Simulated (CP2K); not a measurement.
Runs of CP2K 2026.2 on HfC. Symmetry: Pmm2, No. 25, orthorhombic system. Conventional cell: a = 2.439 Å, b = 4.695 Å, c = 2.562 Å, α = 90.00°, β = 90.00°, γ = 90.00°. Hf (site symmetry mm2) is surrounded by 2 C at 2.43 Å and 4 Hf at 2.44 to 2.56 Å. C (site symmetry mm2) has 2 Hf at 2.43 Å and 4 C at 2.44 to 2.56 Å as nearest neighbours. The cell was built by a generator and needn't be a form met in nature.

```tsv
level	cutoff of the non-local correlation (Ry)	gap on the mesh (eV)	pressure (GPa)	largest force (eV/Å)
MS2	-	none	10.7	(c)
WC	-	none	6.2	(a)
PBEsol	-	none	5.6	0.12
HLE16	-	none	-20.7	0.10
LDA	-	none	3.3	0.10
BEEF-vdW	300	none	(b)	0.10
```

Alike in all rows: task single point; potentials or basis POTENTIAL_UZH Hf GTH-PBE-q12, C GTH-PBE-q4; TZVP-MOLOPT-PBE-GTH basis; no spin polarisation; cell as given; k mesh 11 × 6 × 10; smearing fermi-dirac 0.05 eV.

Question: Estimate the missing entries.

Answer: (a) 0.11; (b) 11.9; (c) 0.04.

Caveats: the potentials were made for another functional, which shifts forces and pressure; the basis of atomic orbitals isn't converged, which shifts pressures, moduli and gaps; the potentials were made for a functional far from this one (some runs).

A k mesh can miss the band edges, and the runs leave out spin-orbit coupling on Hf.

A gap of «none» marks a metal or a gap under the smearing width.

Runs at the PBE level aren't shown here.
